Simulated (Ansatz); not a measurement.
# CuO (P1) in Ansatz: band structure with PBEsol

Aim: the band structure of CuO with PBEsol.

Everything below comes from runs of Ansatz 0.2.0. Logs are shortened: lines on timing, memory, paths and dates and some standing lists are left out, and cuts for length are marked.

## Step 1: The crystal as given

The typed cell holds 8 atoms: a = 2.900 Å, b = 5.544 Å, c = 5.643 Å, α = 113.11°, β = 101.64°, γ = 92.01°.

## Step 2: Band structure, PBEsol

The input, input.yaml:

```yaml
crystal:
  lattice:
    - [2.34185, -1.7113, 0.0]
    - [-1.49182, -1.7113, -5.05787]
    - [2.34185, 5.1339, 0.0]
  atoms:
    - { symbol: Cu, position: [0.32132716, 0.95657656, 0.29054178] }
    - { symbol: Cu, position: [0.67867284, 0.04342344, 0.70945822] }
    - { symbol: Cu, position: [0.3225567, 0.52186451, 0.68364633] }
    - { symbol: Cu, position: [0.6774433, 0.47813549, 0.31635367] }
    - { symbol: O, position: [0.41767164, 0.70732048, 0.00989985] }
    - { symbol: O, position: [0.41392836, 0.79267952, 0.65850015] }
    - { symbol: O, position: [0.22493959, 0.34816805, 0.07342398] }
    - { symbol: O, position: [0.94346041, 0.15183195, 0.25817602] }
hamiltonian:
  xc: pbesol
  pseudopotentials: { kind: paw }
kpoints:
  mp_grid: { grid: [9, 5, 5] }
  band_path:
    path:
      - [[0.5, 0.0, 0.0], [0.0, 0.0, 0.0], [0.0, -0.5, 0.0]]
      - [[0.5, -0.5, 0.0], [0.0, 0.0, 0.0], [0.0, 0.5, -0.5]]
      - [[0.5, 0.5, -0.5], [0.0, 0.0, 0.0], [0.0, 0.0, -0.5]]
      - [[0.5, 0.0, -0.5], [0.0, 0.0, 0.0]]
    npoints: 10
scf:
  occupations: { method: fermi_dirac, width: 0.05 }
  n_extra_bands: 20
output:
  forces: true
  stress: true
  eigenvalues: true
  fatbands: false
```

Potentials or basis: Ansatz PAW.

Command:

```sh
$ ansatz run input.yaml --threads 4 --pin off --max-ram 11264MiB --backend cpu --events-out ev --progress --plain --runs-dir out
```

The log of the run:

```text
Warning: RAYON_NUM_THREADS=4 ignored (pool sized by the plan → 4); use --threads N
scf.n_extra_bands = 20 over 50 filled bands (N_el = 100.0): the run solves 70 bands
Engine: ansatz 0.2.0, aarch64-unknown-linux-gnu
Pseudopotentials: kind: paw
Pseudopotential: Cu, paw, valence charge 19, recommended cutoff 420 eV (normal), Cu.paw.azcp
Pseudopotential: O, paw, valence charge 6, recommended cutoff 420 eV (normal), O.paw.azcp
Functional definition: PBEsol
  exchange = pbesol_x
  correlation = pbesol_c
Crystal: 8 atoms, lattice volume = 81.080 Å³
Basis set: ecut = 420 eV, 1587 PW (Γ), exchange–correlation on 40×80×80 points (8 copies of the dense FFT grid, shifted against one another)
Bands: 70, of which v1, the nominal top of the filled ones, is band 50 counted from 1 (49 counted from 0)
Symmetry: 1 space group operations
Space group: P1 (ITA 1), of the structure as read, at distance tolerance 4.3e-5 Å
k-points: 113 of 225 (time reversal used)
Non-local potential: Cu, projectors of the file, l = 0: 3, l = 1: 2, l = 2: 3, l = 3: 1
Non-local potential: O, projectors of the file, l = 0: 2, l = 1: 2, l = 2: 1
PAW form: soft (Blöchl's): semilocal exchange-correlation on the pseudo side does not see the compensation charge
PAW frozen core: Cu, regenerated for the run's functional, and the local potential with it (the file was generated under x = pbe(κ = 0.804, μ = 0.2195149727645171), c = pbe(β = 0.06672455060314922))
PAW frozen core: O, regenerated for the run's functional, and the local potential with it (the file was generated under x = pbe(κ = 0.804, μ = 0.2195149727645171), c = pbe(β = 0.06672455060314922))
PAW one-centre angular grid: Cu, 590 points (default); XC on 64 Gauss nodes
PAW one-centre angular grid: O, 110 points (default); XC on 64 Gauss nodes
Initial density: superposition of atomic densities (neutral atoms: chi_scale 0, normalization atom), corrected by the library's trained network
Initial wavefunctions: pseudopotential atomic-orbital guess
Functional: x = pbesol(κ = 0.804, μ = 0.12345679012345678), c = pbesol(β = 0.046)
[... 20 lines left out ...]
E sigma→0 (E₀):  -28581.963604 eV
Entropy (-TS):   -0.042693 eV (-5.337 meV/atom)
Fermi energy:    11.989657 eV
--- Per-component energies (eV) ---
  E_band       = -1773.657792
  E_kinetic    = 1899.748957
  E_local      = -20374.787078  (includes V_loc(G=0)·N_el)
  E_nonlocal   = 1767.231030
  E_hartree    = 8842.648965
  E_xc         = -645.999274
  E_vxc        = -833.626372  (∫ρ·V_xc dr)
  E_paw        = -7103.746673  (= ΣΔE_a)
  E_vpaw       = -1917.540080  (= ΣTr[D̂ρ^β])
  E_aug_tail   = 0.010714  (compensation charges beyond the density's cutoff)
  E_ewald      = -12968.014858
  E_core_change = 0.965960  (= ΣΔE_core)
  E_smearing   = -0.042693  (= −TS)
  E_closure    = 0.000000  (closes the sum)
  Σ components = -28581.984951   (vs F -28581.984951, Δ=0.00e0)
--- Forces (eV/Å), atoms counted from 1 ---
  atom   1  Cu     3.25524734    -0.75966917     2.54066100
  atom   2  Cu     5.15130061    -5.11117494   -13.82921756
  atom   3  Cu     0.46908669     2.20656183     7.89421729
  atom   4  Cu     4.89658576    -0.11258485    -2.68275878
  atom   5  O      1.87921561     2.04358990     0.71019053
  atom   6  O     -5.47819579     1.45296324     6.31050729
  atom   7  O     -6.50496179    -1.52550046     2.41144210
  atom   8  O     -3.66827465     1.80582218    -3.35504276
  max |Σ_I F_I| component: 7.74e-6 eV/Å
--- Stress (GPa, compression-positive) ---
       39.289188       2.615718      -2.199251
        2.615719      32.009257      21.086927
       -2.199254      21.086927      69.302142
  P = ⅓ Tr σ = 46.8669 GPa (468.669 kbar)
--- Band table (eV; the first three rows and the last of 113) ---
  k-point 0: bands = ["-101.2162", "-100.9802", "-100.6561", "-100.6307", "-58.9956", "-58.8381", "-58.8341", "-58.7162", "-58.5454", "-58.4840", "-58.4317", "-58.2136", "-58.1126", "-58.0428", "-57.9274", "-57.8192", "-8.8400", "-8.0901", "-6.4892", "-6.0436", "2.9523", "4.0328", "4.3639", "5.1446", "5.5158", "5.6240", "5.7801", "6.2445", "7.0675", "7.2396", "7.6943", "8.0160", "8.0911", "8.4040", "8.4312", "8.5416", "9.0371", "9.1680", "9.2089", "9.4691", "9.6041", "9.6877", "9.8689", "10.2826", "10.5679", "11.2099", "11.4102", "11.6008", "11.7162", "11.9879", "12.1946", "12.3376", "12.6218", "16.0999", "16.5308", "18.7030", "20.1034", "21.2744", "21.5558", "24.6875", "24.7875", "25.5631", "26.7220", "26.8826", "27.7813", "28.5688", "29.4155", "29.7208", "30.3700", "30.8231"]
  k-point 1: bands = ["-101.2162", "-100.9802", "-100.6561", "-100.6307", "-58.9956", "-58.8380", "-58.8341", "-58.7162", "-58.5454", "-58.4840", "-58.4317", "-58.2136", "-58.1126", "-58.0428", "-57.9274", "-57.8192", "-8.7973", "-8.1283", "-6.5114", "-6.0410", "2.9794", "4.0510", "4.3999", "5.1279", "5.3170", "5.7172", "5.8972", "6.2631", "7.0952", "7.2704", "7.7036", "7.8692", "8.1879", "8.3216", "8.5098", "8.6153", "9.0511", "9.1346", "9.2241", "9.4191", "9.5665", "9.7021", "9.8080", "10.1710", "10.5244", "11.2213", "11.3026", "11.5696", "11.7243", "11.9296", "12.1982", "12.5409", "12.8157", "15.9450", "16.5099", "18.5883", "20.2122", "20.9924", "22.2883", "24.1954", "24.6073", "25.6534", "26.4111", "27.3896", "27.8737", "28.6756", "28.9429", "29.7327", "30.3011", "30.6426"]
  k-point 2: bands = ["-101.2162", "-100.9802", "-100.6561", "-100.6307", "-58.9956", "-58.8380", "-58.8342", "-58.7162", "-58.5455", "-58.4840", "-58.4318", "-58.2136", "-58.1126", "-58.0428", "-57.9274", "-57.8192", "-8.7139", "-8.2046", "-6.5459", "-6.0381", "3.0208", "4.1676", "4.4128", "4.8082", "5.4368", "5.8677", "5.9238", "6.2613", "7.2146", "7.3392", "7.6849", "7.8036", "8.0218", "8.4424", "8.5096", "8.7004", "9.0199", "9.1192", "9.1581", "9.3237", "9.5008", "9.6665", "9.8423", "10.0359", "10.5451", "11.1252", "11.2729", "11.5130", "11.7213", "11.7568", "12.2300", "12.7507", "13.4126", "15.3527", "16.5580", "18.4390", "20.3380", "21.2349", "22.7929", "23.9670", "24.3513", "25.1675", "26.4001", "27.3396", "27.8898", "28.7611", "29.2417", "29.6913", "30.3282", "30.7182"]
  k-point 112: bands = ["-101.2155", "-100.9795", "-100.6554", "-100.6301", "-58.9947", "-58.8434", "-58.8328", "-58.7179", "-58.5531", "-58.4829", "-58.4405", "-58.2196", "-58.1116", "-58.0427", "-57.9343", "-57.8275", "-8.3670", "-7.5050", "-6.4765", "-5.7907", "3.0622", "4.1061", "4.4987", "4.6307", "4.8153", "5.3063", "5.7428", "6.5574", "6.8684", "7.1969", "7.3078", "8.0186", "8.2809", "8.3889", "8.6589", "8.7626", "9.1646", "9.2495", "9.4599", "9.5039", "9.6413", "9.7226", "9.9952", "10.1066", "10.4128", "10.6781", "10.9348", "11.1719", "11.4939", "11.8505", "12.2034", "12.5665", "14.2758", "15.8575", "16.7841", "17.8370", "19.6154", "19.8050", "21.3078", "22.3855", "22.7439", "24.0453", "24.8470", "26.5026", "26.7113", "27.7946", "27.9359", "28.8965", "29.7419", "30.2445"]
```

bands.tsv:

```text
[... 96 lines left out ...]
```

Wall time 36 s (4 threads of Arm Neoverse V1, shared host); peak memory 0.74 GiB.

What came out:

| Item | Value |
| --- | --- |
| Free energy | -28581.9850 eV |
| Pressure | 46.9 GPa |
| Largest force | 15.618 eV/Å |
| Band gap on the k mesh | none (metal or under the smearing width) |

Forces on the atoms (eV/Å):
```
Cu    3.255  -0.760   2.541
Cu    5.151  -5.111 -13.829
Cu    0.469   2.207   7.894
Cu    4.897  -0.113  -2.683
O     1.879   2.044   0.710
O    -5.478   1.453   6.311
O    -6.505  -1.526   2.411
O    -3.668   1.806  -3.355
```

Levels at the corners of the path, in eV from the Fermi level:
```tsv
point	band 48	band 49	band 50	band 51	band 52	band 53
X	-0.69	-0.53	-0.27	-0.06	0.72	2.65
Γ	-0.39	-0.27	0.00	0.20	0.35	0.63
Y	-0.41	-0.35	0.15	0.37	0.60	1.31
L	-0.68	-0.48	-0.10	0.40	0.81	2.37
Γ	-0.39	-0.27	0.00	0.20	0.35	0.63
Z	-0.68	-0.52	-0.36	-0.04	0.54	1.64
N	-0.88	-0.61	-0.34	0.06	0.53	2.78
Γ	-0.39	-0.27	0.00	0.20	0.35	0.63
M	-0.48	-0.30	-0.23	0.25	0.78	1.58
R	-0.87	-0.45	-0.31	-0.08	0.39	2.20
Γ	-0.39	-0.27	0.00	0.20	0.35	0.63
```

Caveat: a pressure of tens of GPa on the cell as given is suspect, and the run, the potentials or the cell itself is likely at fault; the pressure holds a Pulay correction of +0.7 GPa for the finite cutoff; the run has no spin polarisation, though such a crystal can be magnetic; semilocal functionals often make such compounds metallic where correlation or magnetic order opens a gap, which also shifts bond lengths; the PAW data sets come from PBE, with cores solved anew for the run's functional, which leaves a small shift of forces and pressure; forces of over 1 eV/Å show positions far from the minimum, so gaps and moduli don't describe the material at rest.
